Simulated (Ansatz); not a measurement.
# Rhodium, fcc under LDA: how the plane-wave cutoff moves the result, part 2 of 2

A convergence test of the plane-wave cutoff. The geometry was relaxed under LDA beforehand and stays fixed; 9 values are run, from 150 to 800 eV. Wanted are the values from which on the energy stays within 10 and 1 meV/atom, and the pressure within 0.5 GPa, of the last run. Within the series other settings stay, but some runs also write fields, which adds to their time. Spin polarisation is left out.

Ansatz 0.2.0; DFT LDA, plane waves with PAW, scalar-relativistic. Earlier steps stand in the parts before.

## Step 7: With a cutoff of 350 eV

The run at 350 eV.

The input, input.yaml:

```yaml
crystal:
  lattice:
    - [0.0, 1.8776226225, 1.8776226225]
    - [1.8776226225, 0.0, 1.8776226225]
    - [1.8776226225, 1.8776226225, 0.0]
  atoms:
    - { symbol: Rh, position: [0.0, 0.0, 0.0] }
hamiltonian:
  xc: lda
  pseudopotentials:
    kind: paw
    azcp:
      Rh: "pseudopotentials/Rh.paw.azcp"
basis:
  ecutwfc: 350
  fft_grid_basis: typed
kpoints:
  mp_grid: { grid: [14, 14, 14], shift: [0, 0, 0] }
magnetization:
  spin_polarized: false
scf:
  occupations: { method: fermi_dirac, width: 0.1 }
  lower_state_search: "off"
output:
  stress: true
  write_density: true
  write_potential: true
  elf: true
  volumetric_format: npy
```

On the command line:

```console
ansatz run input.yaml --threads 2 --pin off --max-ram 5120MiB --backend cpu --events-out ev --progress --plain --runs-dir out
```

Log (excerpt; [...] marks lines left out):

```text
Warning: basis.ecutwfc = 350 eV is below the records' recommended 420 eV, and the density's cutoff is lower with it unless basis.ecutrho_ratio is high enough to keep the records' density cutoff: compare with a run at a higher cutoff
Warning: <dir> the record states the generating functional pbe (its physics header spells it `PBE`), which answers neither for hamiltonian.xc's functional nor for the lda family's — results may be inconsistent (PPs are generated against a specific XC)
Warning: RAYON_NUM_THREADS=2 ignored (pool sized by the plan → 2); use --threads N
[...]
Pseudopotentials: kind: paw
Pseudopotential: Rh, paw, valence charge 17, recommended cutoff 420 eV (normal), <dir>
Functional definition: SPW92
[...]
Crystal: 1 atoms, lattice volume = 13.239 Å³
Basis set: ecut = 350 eV, 181 PW (Γ)
Bands: 13, of which v1, the nominal top of the filled ones, is band 9 counted from 1 (8 counted from 0)
Symmetry: 48 space group operations
Space group: Fm-3m (ITA 225), of the structure as read, at distance tolerance 2.4e-5 Å
k-points: 104 of 2744
[...]
SCF iter   1: F=—  HF=-6278.655739 eV  |F-HF|=—  |Δ(HF+E_count)|=         —  Δρ=9.99e-3  dr2=7.61e-3  ethr=1.77e-3  ⟨swp⟩=4.8  Hψ=7238  notcnv=0
[...]
SCF iter   6: F=-6278.653306 eV  HF=-6278.653306 eV  |F-HF|=3.76e-10  |Δ(HF+E_count)|=   4.34e-9  Δρ=2.63e-6  dr2=5.81e-10  ethr=1.07e-10  ⟨swp⟩=4.7  Hψ=6534  notcnv=0
[...]
SCF converged after 6 iterations
Free energy (F): -6278.653306 eV
[...]
E sigma→0 (E₀):  -6278.633417 eV
Entropy (-TS):   -0.039777 eV (-39.777 meV/atom)
Fermi energy:    23.168234 eV
[...]
--- Stress (GPa, compression-positive) ---
       -0.113541       0.000000      -0.000000
       -0.000000      -0.113541       0.000000
       -0.000000      -0.000000      -0.113541
  P = ⅓ Tr σ = -0.1135 GPa (-1.135 kbar)
--- Band table (eV; the first three rows and the last of 104) ---
  k-point 0: bands = ["-55.6796", "-23.1492", "-23.1492", "-23.1492", "14.8376", "19.8842", "19.8842", "19.8842", "22.1361", "22.1361", "38.9203", "44.4096", "44.4096"]
[...]
```

Wall time 1 s (2 threads of Intel Xeon Platinum 8259CL at 2.50GHz (Skylake/Cascade Lake), shared host); peak memory 0.33 GiB.

## Step 8: With a cutoff of 420 eV

The run at 420 eV.

input.yaml, as its differences from that of step 7:

```diff
@@ -14,3 +14,3 @@
 basis:
-  ecutwfc: 350
+  ecutwfc: 420
   fft_grid_basis: typed
```

On the command line:

```console
ansatz run input.yaml --threads 2 --pin off --max-ram 5120MiB --backend cpu --events-out ev --progress --plain --runs-dir out
```

Log (excerpt; [...] marks lines left out):

```text
Warning: <dir> the record states the generating functional pbe (its physics header spells it `PBE`), which answers neither for hamiltonian.xc's functional nor for the lda family's — results may be inconsistent (PPs are generated against a specific XC)
Warning: RAYON_NUM_THREADS=2 ignored (pool sized by the plan → 2); use --threads N
[...]
[... 3 set-up lines as earlier in the session ...]
[...]
Crystal: 1 atoms, lattice volume = 13.239 Å³
Basis set: ecut = 420 eV, 259 PW (Γ)
Bands: 13, of which v1, the nominal top of the filled ones, is band 9 counted from 1 (8 counted from 0)
[... 2 set-up lines as earlier in the session ...]
k-points: 104 of 2744
[...]
SCF iter   1: F=—  HF=-6278.669943 eV  |F-HF|=—  |Δ(HF+E_count)|=         —  Δρ=1.03e-2  dr2=7.18e-3  ethr=1.77e-3  ⟨swp⟩=4.8  Hψ=7367  notcnv=0
[...]
SCF iter   6: F=-6278.667826 eV  HF=-6278.667826 eV  |F-HF|=1.41e-10  |Δ(HF+E_count)|=   6.38e-9  Δρ=2.19e-6  dr2=2.76e-10  ethr=1.76e-10  ⟨swp⟩=5.3  Hψ=6904  notcnv=0
[...]
SCF converged after 6 iterations
Free energy (F): -6278.667826 eV
[...]
E sigma→0 (E₀):  -6278.647945 eV
Entropy (-TS):   -0.039761 eV (-39.761 meV/atom)
Fermi energy:    23.170448 eV
[...]
--- Stress (GPa, compression-positive) ---
       -0.017230      -0.000000       0.000000
       -0.000000      -0.017230      -0.000000
        0.000000       0.000000      -0.017230
  P = ⅓ Tr σ = -0.0172 GPa (-0.172 kbar)
--- Band table (eV; the first three rows and the last of 104) ---
  k-point 0: bands = ["-55.6652", "-23.1411", "-23.1411", "-23.1411", "14.8386", "19.8858", "19.8858", "19.8858", "22.1379", "22.1379", "38.9135", "44.3950", "44.3950"]
[...]
```

Run time: 0.99 s. Hardware: 2 threads of Intel Xeon Platinum 8259CL at 2.50GHz (Skylake/Cascade Lake), shared host; peak memory 0.33 GiB.

## Step 9: With a cutoff of 500 eV

The run at 500 eV.

input.yaml, as its differences from that of step 8:

```diff
@@ -14,3 +14,3 @@
 basis:
-  ecutwfc: 420
+  ecutwfc: 500
   fft_grid_basis: typed
```

On the command line:

```console
ansatz run input.yaml --threads 2 --pin off --max-ram 5120MiB --backend cpu --events-out ev --progress --plain --runs-dir out
```

Log (excerpt; [...] marks lines left out):

```text
Warning: <dir> the record states the generating functional pbe (its physics header spells it `PBE`), which answers neither for hamiltonian.xc's functional nor for the lda family's — results may be inconsistent (PPs are generated against a specific XC)
Warning: RAYON_NUM_THREADS=2 ignored (pool sized by the plan → 2); use --threads N
[...]
[... 3 set-up lines as earlier in the session ...]
[...]
Crystal: 1 atoms, lattice volume = 13.239 Å³
Basis set: ecut = 500 eV, 331 PW (Γ)
Bands: 13, of which v1, the nominal top of the filled ones, is band 9 counted from 1 (8 counted from 0)
[... 2 set-up lines as earlier in the session ...]
k-points: 104 of 2744
[...]
SCF iter   1: F=—  HF=-6278.671087 eV  |F-HF|=—  |Δ(HF+E_count)|=         —  Δρ=1.04e-2  dr2=7.28e-3  ethr=1.77e-3  ⟨swp⟩=4.8  Hψ=7484  notcnv=0
[...]
SCF iter   6: F=-6278.669099 eV  HF=-6278.669099 eV  |F-HF|=7.38e-10  |Δ(HF+E_count)|=   9.71e-9  Δρ=7.99e-6  dr2=1.48e-9  ethr=2.57e-10  ⟨swp⟩=5.8  Hψ=6952  notcnv=0
[...]
SCF converged after 6 iterations
Free energy (F): -6278.669099 eV
[...]
E sigma→0 (E₀):  -6278.649219 eV
Entropy (-TS):   -0.039760 eV (-39.760 meV/atom)
Fermi energy:    23.170192 eV
[...]
--- Stress (GPa, compression-positive) ---
       -0.030165       0.000000       0.000000
        0.000000      -0.030165      -0.000000
        0.000000       0.000000      -0.030165
  P = ⅓ Tr σ = -0.0302 GPa (-0.302 kbar)
--- Band table (eV; the first three rows and the last of 104) ---
  k-point 0: bands = ["-55.6656", "-23.1417", "-23.1417", "-23.1417", "14.8385", "19.8858", "19.8858", "19.8858", "22.1375", "22.1375", "38.9133", "44.3910", "44.3910"]
[...]
```

It took 1.4 s on 2 threads of Intel Xeon Platinum 8259CL at 2.50GHz (Skylake/Cascade Lake), shared host; peak memory 0.34 GiB.

## Step 10: With a cutoff of 600 eV

The run at 600 eV.

input.yaml, as its differences from that of step 9:

```diff
@@ -14,3 +14,3 @@
 basis:
-  ecutwfc: 500
+  ecutwfc: 600
   fft_grid_basis: typed
```

On the command line:

```console
ansatz run input.yaml --threads 2 --pin off --max-ram 5120MiB --backend cpu --events-out ev --progress --plain --runs-dir out
```

Log (excerpt; [...] marks lines left out):

```text
Warning: <dir> the record states the generating functional pbe (its physics header spells it `PBE`), which answers neither for hamiltonian.xc's functional nor for the lda family's — results may be inconsistent (PPs are generated against a specific XC)
Warning: RAYON_NUM_THREADS=2 ignored (pool sized by the plan → 2); use --threads N
[...]
[... 3 set-up lines as earlier in the session ...]
[...]
Crystal: 1 atoms, lattice volume = 13.239 Å³
Basis set: ecut = 600 eV, 459 PW (Γ)
Bands: 13, of which v1, the nominal top of the filled ones, is band 9 counted from 1 (8 counted from 0)
[... 2 set-up lines as earlier in the session ...]
k-points: 104 of 2744
[...]
SCF iter   1: F=—  HF=-6278.671341 eV  |F-HF|=—  |Δ(HF+E_count)|=         —  Δρ=1.05e-2  dr2=7.26e-3  ethr=1.77e-3  ⟨swp⟩=4.9  Hψ=7550  notcnv=0
[...]
SCF iter   6: F=-6278.669375 eV  HF=-6278.669375 eV  |F-HF|=8.11e-10  |Δ(HF+E_count)|=   1.08e-8  Δρ=8.31e-6  dr2=1.60e-9  ethr=2.92e-10  ⟨swp⟩=5.8  Hψ=7267  notcnv=0
[...]
SCF converged after 6 iterations
Free energy (F): -6278.669375 eV
[...]
E sigma→0 (E₀):  -6278.649496 eV
Entropy (-TS):   -0.039758 eV (-39.758 meV/atom)
Fermi energy:    23.170132 eV
[...]
--- Stress (GPa, compression-positive) ---
       -0.031763      -0.000000      -0.000000
       -0.000000      -0.031763       0.000000
       -0.000000      -0.000000      -0.031763
  P = ⅓ Tr σ = -0.0318 GPa (-0.318 kbar)
--- Band table (eV; the first three rows and the last of 104) ---
  k-point 0: bands = ["-55.6654", "-23.1418", "-23.1418", "-23.1418", "14.8386", "19.8858", "19.8858", "19.8858", "22.1373", "22.1373", "38.9133", "44.3909", "44.3909"]
[...]
```

It took 1.8 s on 2 threads of Intel Xeon Platinum 8259CL at 2.50GHz (Skylake/Cascade Lake), shared host; peak memory 0.35 GiB.

## Step 11: With a cutoff of 800 eV

The run at 800 eV.

input.yaml, as its differences from that of step 10:

```diff
@@ -14,3 +14,3 @@
 basis:
-  ecutwfc: 600
+  ecutwfc: 800
   fft_grid_basis: typed
@@ -25,5 +25 @@
   stress: true
-  write_density: true
-  write_potential: true
-  elf: true
-  volumetric_format: npy
```

On the command line:

```console
ansatz run input.yaml --threads 2 --pin off --max-ram 5120MiB --backend cpu --events-out ev --progress --plain --runs-dir out
```

Log (excerpt; [...] marks lines left out):

```text
Warning: <dir> the record states the generating functional pbe (its physics header spells it `PBE`), which answers neither for hamiltonian.xc's functional nor for the lda family's — results may be inconsistent (PPs are generated against a specific XC)
Warning: RAYON_NUM_THREADS=2 ignored (pool sized by the plan → 2); use --threads N
[...]
[... 3 set-up lines as earlier in the session ...]
[...]
Crystal: 1 atoms, lattice volume = 13.239 Å³
Basis set: ecut = 800 eV, 701 PW (Γ)
Bands: 13, of which v1, the nominal top of the filled ones, is band 9 counted from 1 (8 counted from 0)
[... 2 set-up lines as earlier in the session ...]
k-points: 104 of 2744
[...]
SCF iter   1: F=—  HF=-6278.671589 eV  |F-HF|=—  |Δ(HF+E_count)|=         —  Δρ=1.06e-2  dr2=7.37e-3  ethr=1.77e-3  ⟨swp⟩=4.9  Hψ=7557  notcnv=0
[...]
SCF iter   6: F=-6278.669648 eV  HF=-6278.669648 eV  |F-HF|=5.60e-10  |Δ(HF+E_count)|=   4.73e-9  Δρ=7.54e-6  dr2=1.22e-9  ethr=2.38e-10  ⟨swp⟩=2.5  Hψ=4330  notcnv=0
[...]
SCF converged after 6 iterations
Free energy (F): -6278.669648 eV
[...]
E sigma→0 (E₀):  -6278.649770 eV
Entropy (-TS):   -0.039757 eV (-39.757 meV/atom)
Fermi energy:    23.170166 eV
[...]
--- Stress (GPa, compression-positive) ---
       -0.032384       0.000000       0.000000
        0.000000      -0.032384       0.000000
        0.000000       0.000000      -0.032384
  P = ⅓ Tr σ = -0.0324 GPa (-0.324 kbar)
```

Run time: 1.3 s. Hardware: 2 threads of Intel Xeon Platinum 8259CL at 2.50GHz (Skylake/Cascade Lake), shared host; peak memory 0.37 GiB.

## Step 12: All values side by side

Differences are taken from the run at 800 eV.

```tsv
cutoff (eV)	plane waves at Γ	E(σ → 0) (meV/atom)	P (GPa)	SCF cycles	CPU time
150	59	51284.26	-155.52	6	0.87 s
200	65	10985.44	-27.58	7	1.2 s
250	113	1719.62	15.93	6	1.3 s
300	169	184.46	1.32	6	1.1 s
350	181	16.35	-0.11	6	1.6 s
420	259	1.82	-0.02	6	1.6 s
500	331	0.55	-0.03	6	2.3 s
600	459	0.27	-0.03	6	3.1 s
800	701	0.00	-0.03	6	2.2 s
```

## Step 13: Outcome

What follows sums up all 2 parts.

```
                                                                      quantity                                 value
                                   E(σ → 0) stays within 10 meV/atom of 800 eV                        from 420 eV on
                                              E(σ → 0) stays within 1 meV/atom                        from 500 eV on
                                                 pressure stays within 0.5 GPa                        from 350 eV on
                                                            pressure at 800 eV                             -0.03 GPa
                                               CPU time, dearest over cheapest                                   3.6
run at the usual settings (mesh 24×24×24 against the series' 14×14×14, 420 eV)  +0.7 meV/atom from 800 eV, -0.04 GPa
```

At 150 eV the energy differs by +51284 meV/atom and the pressure by -155.5 GPa. The energy falls at each step up in cutoff, as the variational principle asks. 1 meV/atom is reached at 500 eV; energy differences often converge earlier, as errors cancel. The cell taken over is 4 % smaller than the measured one (13.75 Å³/atom, COD).
